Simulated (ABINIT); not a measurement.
# ZrC (Fm-3m) in ABINIT: settings compared

One crystal, ZrC, is run at these levels: RPBE+D3, BP86+D2; tasks: equation of state.

All numbers are computed with ABINIT 10.8.3 (patched build); they aren't measurements. Logs are shortened: lines on timing, memory, paths and dates and some standing lists are left out, and cuts for length are marked. The log counts tension as positive stress, the text compression.

## (1) The crystal as given

The structure is cubic, space group Fm-3m (No. 225). The conventional cell has a = 4.730 Å, b = 4.730 Å, c = 4.730 Å, α = 90.00°, β = 90.00°, γ = 90.00°. Zr (site symmetry m-3m) has 6 C at 2.37 Å as nearest neighbours. C (site symmetry m-3m) is surrounded by 6 Zr at 2.37 Å.

## (2) Equation of state, RPBE+D3

Contents of run.py:

```python
import json, os
import numpy as np
from ase.eos import EquationOfState
from ase.units import GPa
from ase.calculators.mixing import SumCalculator
from dftd3.ase import DFTD3
from ase.calculators.abinit import Abinit, AbinitProfile
from ase import Atoms

atoms = Atoms(['Zr', 'C'],
              cell=[[0.0, 2.365, 2.365], [2.365, 0.0, 2.365], [2.365, 2.365, 0.0]],
              scaled_positions=[[0.5, 0.5, 0.5], [0.0, 0.0, 0.0]],
              pbc=True)

profile = AbinitProfile(command='abinit', pp_paths=[os.path.abspath('pseudos')])
params = dict(
    pps='pawxml', xc='PBE',
    ecut=544.2277,
    pawecutdg=1088.4554,
    kptopt=1,
    ngkpt=[10, 10, 10],
    nshiftk=1,
    shiftk=[0.0, 0.0, 0.0],
    ixc=15,
    nband=12,
    occopt=3,
    tsmear=0.05,
    nstep=100,
    tolvrs=1e-09,
    prtwf=0,
    prtden=0,
)

cell0 = atoms.cell.copy()
volumes, energies = [], []
for i, x in enumerate([0.94, 0.96, 0.98, 1.0, 1.02, 1.04, 1.06]):
    atoms.set_cell(cell0 * x ** (1 / 3), scale_atoms=True)
    atoms.calc = SumCalculator([Abinit(profile=profile, directory=f'v{i}', **params), DFTD3(method='rpbe', damping='d3zero')])
    volumes.append(atoms.get_volume() / len(atoms))
    dft, disp = atoms.calc.mixer.calcs
    energies.append((dft.get_property('free_energy', atoms) + disp.get_property('energy', atoms)) / len(atoms))
    print(f'{x:5.2f} {volumes[-1]:10.5f} A^3/atom {energies[-1]:14.6f} eV/atom', flush=True)
    json.dump(dict(volumes=volumes, energies=energies), open('results.json', 'w'))
v0, e0, b0 = EquationOfState(volumes, energies, eos='murnaghan').fit()
print(f'V0 {v0:.4f} A^3/atom  E0 {e0:.6f} eV/atom  B0 {b0 / GPa:.2f} GPa')
```

Potentials or basis: JTH PAW PBE v2.0.

Started as:

```sh
$ python run.py
```

What it wrote:

```text
0.94   12.43430 A^3/atom    -724.699225 eV/atom
 0.96   12.69886 A^3/atom    -724.709241 eV/atom
 0.98   12.96342 A^3/atom    -724.711165 eV/atom
 1.00   13.22798 A^3/atom    -724.705918 eV/atom
 1.02   13.49254 A^3/atom    -724.693794 eV/atom
 1.04   13.75710 A^3/atom    -724.676177 eV/atom
 1.06   14.02166 A^3/atom    -724.653344 eV/atom
V0 12.8954 A^3/atom  E0 -724.711430 eV/atom  B0 221.55 GPa
```

abinit.in:

```text
ecut 544.2277 eV
ixc 15
kptopt 1
natom 2
nband 12
ngkpt
10 10 10
nshiftk 1
nsppol 1
nstep 100
occopt 3
pawecutdg 1088.4554 eV
prtden 0
prtwf 0
shiftk
0.0 0.0 0.0
tolvrs 1e-09
tsmear 0.05 eV
#Definition of the unit cell
acell
1.00000000000000 1.00000000000000 1.00000000000000 Angstrom
rprim
0.00000000000000 2.41138432502854 2.41138432502854
2.41138432502854 0.00000000000000 2.41138432502854
2.41138432502854 2.41138432502854 0.00000000000000
chkprim 0 # Allow non-primitive cells
#Definition of the atom types
ntypat 2
znucl 6 40
#Enumerate different atomic species
typat
 2 1
pseudos "./pseudos/C.GGA_PBE-JTH.xml,
./pseudos/Zr.GGA_PBE-JTH.xml"
#Definition of the atoms
xcart
4.55685595844008 4.55685595844008 4.55685595844008
0.00000000000000 0.00000000000000 0.00000000000000
chkexit 1 # abinit.exit file in the running directory terminates after the current SCF
```

abinit.abo:

```text
.Version 10.8.3 of ABINIT
 Symmetries : space group Fm -3 m (#225); Bravais cF (face-center cubic)
================================================================================
 Values of the parameters that define the memory need of the present run
     intxc =       0    ionmov =       0      iscf =      17    lmnmax =      18
     lnmax =       6     mgfft =      27  mpssoang =       3    mqgrid =    3001
     natom =       2  nloc_mem =       2    nspden =       1   nspinor =       1
    nsppol =       1      nsym =      48    n1xccc =       1    ntypat =       2
    occopt =       3   xclevel =       2
       mpw =         829          nfft =       19683          nkpt =          47
 PAW method is used; the additional fine FFT grid is defined by:
   mgfftf=        40    nfftf =     64000
================================================================================
================================================================================

--------------------------------------------------------------------------------
------------- Echo of variables that govern the present computation ------------
--------------------------------------------------------------------------------
 -outvars: echo values of preprocessed input variables --------
            acell      1.8897261259E+00  1.8897261259E+00  1.8897261259E+00 Bohr
              amu      1.20110000E+01  9.12240000E+01
          chkexit           1
          chkprim           0
             ecut      1.99999991E+01 Hartree
              ixc          15
         kptrlatt       10    0    0      0   10    0      0    0   10
          kptrlen      6.44436750E+01
            natom           2
            nband          12
            ngfft          27      27      27
          ngfftdg          40      40      40
             nkpt          47
            nstep         100
             nsym          48
           ntypat           2
           occopt           3
        pawecutdg      3.99999982E+01 Hartree
         pawxcdev           0
           prtden           0
            prtwf           0
[... 166 lines left out ...]
      occupation numbers for kpt#   1
   2.00000    2.00000    2.00000    2.00000    2.00000    0.00000    0.00000    0.00000
   0.00000    0.00000    0.00000    0.00000
 prteigrs : prtvol=0 or 1, do not print more k-points.

--- !EnergyTerms
iteration_state     : {dtset: 1, }
comment             : Components of total free energy in Hartree
kinetic             :  1.52275717592650E+01
hartree             :  7.34586941846474E+00
xc                  : -8.90843333868217E+00
Ewald energy        : -4.59852306292269E+01
psp_core            :  1.68869911423866E+00
local_psp           : -3.44766292981216E+01
PAW spherical_terms :  1.18736586713286E+01
internal            : -5.32344943027337E+01
'-kT*entropy'       : -1.01250751464747E-04
total_energy        : -5.32345955534852E+01
total_energy_eV     : -1.44858714125447E+03
...

--- !EnergyTermsDC
iteration_state     : {dtset: 1, }
comment             : '"Double-counting" decomposition of free energy'
band_energy         : -4.29318538147372E+00
Ewald energy        : -4.59852306292269E+01
psp_core            :  1.68869911423866E+00
xc_dc               : -6.40042609268044E+00
PAW spherical_terms :  1.75564838508525E+00
internal            : -5.32344946040572E+01
'-kT*entropy'       : -1.01250751464747E-04
total_energy_dc     : -5.32345958548086E+01
total_energy_dc_eV  : -1.44858714945390E+03
...

--- !EnergyTermsWithPAWCore
iteration_state     : {dtset: 1, }
comment             : 'Components of total free energy, including PAW core contributions'
Total energy        : -3.63726055663576E+03
Total energy DC     : -3.63726055693708E+03
Total energy (eV)   : -9.89749018838875E+04
Total energy DC (eV): -9.89749018920870E+04
...

 Cartesian components of stress tensor (hartree/bohr^3)
  sigma(1 1)=  3.73448775E-04  sigma(3 2)=  0.00000000E+00
  sigma(2 2)=  3.73448775E-04  sigma(3 1)=  0.00000000E+00
  sigma(3 3)=  3.73448775E-04  sigma(2 1)=  0.00000000E+00

-Cartesian components of stress tensor (GPa)         [Pressure= -1.0987E+01 GPa]
- sigma(1 1)=  1.09872423E+01  sigma(3 2)=  0.00000000E+00
- sigma(2 2)=  1.09872423E+01  sigma(3 1)=  0.00000000E+00
- sigma(3 3)=  1.09872423E+01  sigma(2 1)=  0.00000000E+00

== END DATASET(S) ==============================================================
================================================================================

 -outvars: echo values of variables after computation  --------
            acell      1.8897261259E+00  1.8897261259E+00  1.8897261259E+00 Bohr
           etotal     -5.3234595855E+01
            fcart     -0.0000000000E+00 -0.0000000000E+00 -0.0000000000E+00
                      -0.0000000000E+00 -0.0000000000E+00 -0.0000000000E+00
            rprim      0.0000000000E+00  2.4113843250E+00  2.4113843250E+00
                       2.4113843250E+00  0.0000000000E+00  2.4113843250E+00
                       2.4113843250E+00  2.4113843250E+00  0.0000000000E+00
           strten      3.7344877471E-04  3.7344877471E-04  3.7344877471E-04
                       0.0000000000E+00  0.0000000000E+00  0.0000000000E+00
           xangst      2.4113843249E+00  2.4113843249E+00  2.4113843249E+00
                      -9.0412630252E-11 -9.0412513126E-11 -9.0412513126E-11
             xred      4.9999999998E-01  4.9999999998E-01  4.9999999998E-01
                      -1.8746990071E-11 -1.8747038644E-11 -1.8747038644E-11
 Calculation completed.
```

Wall time 76 s (1 thread of Intel Xeon 6975P-C (Granite Rapids), shared host); peak memory 0.11 GiB.

What came out:

```yaml
Equilibrium_volume: 12.90 Å³/atom
Bulk_modulus: 222 GPa
Pressure_derivative_of_the_bulk_modulus: "4.6 (rough: it moves with the points fitted)"
```

Energy against volume, from the lowest point:
| volume (Å³/atom) | energy (meV/atom) |
| --- | --- |
| 12.434 | 11.94 |
| 12.699 | 1.92 |
| 12.963 | 0.00 |
| 13.228 | 5.25 |
| 13.493 | 17.37 |
| 13.757 | 34.99 |
| 14.022 | 57.82 |

Caveat: pressures at fixed basis lie under the slope of the energies; the log and the count of SCF iterations are those of the last ABINIT call alone; the PAW data sets were made with another functional, which shifts forces and pressure a little.

## (3) Equation of state, BP86+D2

Contents of run.abi:

```
# Datasets: one volume each
ndtset 7
getwfk -1
scalecart1 3*0.9795861087
scalecart2 3*0.9864848297
scalecart3 3*0.9932883884
scalecart4 3*1.0000000000
scalecart5 3*1.0066227096
scalecart6 3*1.0131594038
scalecart7 3*1.0196128224

# Pseudopotentials
pp_dirpath "./"
pseudos "Zr.GGA_PBE-JTH.xml, C.GGA_PBE-JTH.xml"

# Structure
acell 3*1.0 Angstrom
rprim
     0.0000000000     2.3650000000     2.3650000000
     2.3650000000     0.0000000000     2.3650000000
     2.3650000000     2.3650000000     0.0000000000
ntypat 2
znucl 40 6
natom 2
typat 1 2
xred
     0.5000000000     0.5000000000     0.5000000000
     0.0000000000     0.0000000000     0.0000000000

# Plane-wave basis
ecut 20.0
pawecutdg 40.0

# k points
kptopt 1
ngkpt 10 10 10
nshiftk 1
shiftk 0.0 0.0 0.0

# Exchange and correlation
ixc -106132
vdw_xc 5

# Bands and occupations
nband 12
occopt 3
tsmear 0.05 eV

# SCF cycle
nstep 100
tolvrs 1.0e-9

# Output
iomode 3
prtwf 1
prtden 0
prteig 0
prtebands 0
```

Potentials or basis: JTH PAW PBE v2.0.

Started as:

```sh
$ abinit run.abi > log 2>&1
```

Run time: 63 s. Hardware: 1 thread of Intel Xeon 6975P-C (Granite Rapids), shared host; peak memory 0.14 GiB.

The run converged. Its results:

| Property | Result |
| --- | --- |
| Equilibrium volume | 12.94 Å³/atom |
| Bulk modulus | 254 GPa |
| Pressure derivative of the bulk modulus | 3.4 |

Energy against volume, from the lowest point:
```csv
volume (Å³/atom),energy (meV/atom)
12.434,16.86
12.699,3.76
12.963,0.00
13.228,4.74
13.493,17.21
13.757,36.89
14.022,62.97
```

Caveat: pressures at fixed basis lie under the slope of the energies; the PAW data sets were made with another functional, which shifts forces and pressure a little.
